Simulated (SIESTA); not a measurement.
Runs of SIESTA 5.4.2 on CaO. Symmetry: Fm-3m, No. 225, cubic system. Conventional cell: a = 4.807 Å, b = 4.807 Å, c = 4.807 Å, α = 90.00°, β = 90.00°, γ = 90.00°. Ca (site symmetry m-3m) has 6 O at 2.40 Å as nearest neighbours. O (site symmetry m-3m) has 6 Ca at 2.40 Å as nearest neighbours. The cell is a database's computed one.

| task | level | potentials or basis | cell | force tolerance | broadening (eV) | window to (eV) | optical mesh offset | gap on the mesh (eV) | pressure (GPa) | V0 of scaled cells (Å³/atom) | B0 (GPa) |
| --- | --- | --- | --- | --- | --- | --- | --- | --- | --- | --- | --- |
| relaxation of cell and atoms | LDA | PseudoDojo 0.4 standard (LDA files), DZP (energy shift 0.003 Ry; two zetas on semicore shells; d shell added on Ca) | relaxed | 0.02 eV/Å | - | - | - | (c) | 0.0 | - | - |
| band structure | BLYP | PseudoDojo 0.4 standard (PBE files), DZP (energy shift 0.003 Ry; two zetas on semicore shells; d shell added on Ca) | as given | - | - | - | - | 3.72 | 5.7 | - | - |
| optical spectrum | PBE | PseudoDojo 0.4 standard (PBE files), DZP (energy shift 0.003 Ry; two zetas on semicore shells; d shell added on Ca) | as given | - | 0.3 eV | 40 eV | true | 3.63 | 2.2 | - | - |
| band structure | AM05 | PseudoDojo 0.4 standard (PBEsol files), DZP (energy shift 0.003 Ry; two zetas on semicore shells; d shell added on Ca) | as given | - | - | - | - | 3.58 | -1.3 | - | - |
| band structure | LDA | PseudoDojo 0.4 standard (LDA files), DZP (energy shift 0.003 Ry; two zetas on semicore shells; d shell added on Ca) | as given | - | - | - | - | 3.49 | -6.5 | - | - |
| equation of state | PBEsol | PseudoDojo 0.4 standard (PBEsol files), DZP (energy shift 0.003 Ry; two zetas on semicore shells; d shell added on Ca) | as given | - | - | - | - | - | - | 13.60 | 118 |
| equation of state | PBE | PseudoDojo 0.4 standard (PBE files), DZP (energy shift 0.003 Ry; two zetas on semicore shells; d shell added on Ca) | as given | - | - | - | - | - | - | 14.16 | 108 |
| equation of state | LDA | PseudoDojo 0.4 standard (LDA files), DZP (energy shift 0.003 Ry; two zetas on semicore shells; d shell added on Ca) | as given | - | - | - | - | - | - | 13.12 | 131 |
| single point | PBEsol | PseudoDojo 0.4 standard (PBEsol files), DZP (energy shift 0.003 Ry; two zetas on semicore shells; d shell added on Ca) | as given | - | - | - | - | 3.55 | -2.3 | - | - |
| band structure | PBE | PseudoDojo 0.4 standard (PBE files), TZDP (energy shift 0.003 Ry; two zetas on semicore shells; d shell added on Ca) | as given | - | - | - | - | (a) | 1.8 | - | - |
| band structure | vdW-DF-cx | PseudoDojo 0.4 standard (PBE files), DZP (energy shift 0.003 Ry; two zetas on semicore shells; d shell added on Ca) | as given | - | - | - | - | 3.63 | (b) | - | - |

Alike in all rows: no spin polarisation; k mesh 10 × 10 × 10; smearing fermi-dirac 0.05 eV; grid cutoff 800 Ry; energy shift 0.003 Ry.

Task: Estimate the missing entries.

Result: (a) 3.62; (b) -1.1; (c) 3.45.

Caveats: the basis of atomic orbitals isn't converged, which shifts pressures, moduli and gaps; the potentials were made for another functional, which shifts forces and pressure (some runs); the basis holds too few empty states to meet the f-sum rule, so the spectrum is short of weight at high energy (some runs).

A k mesh can miss the band edges.

Not every run made on this cell is shown here.
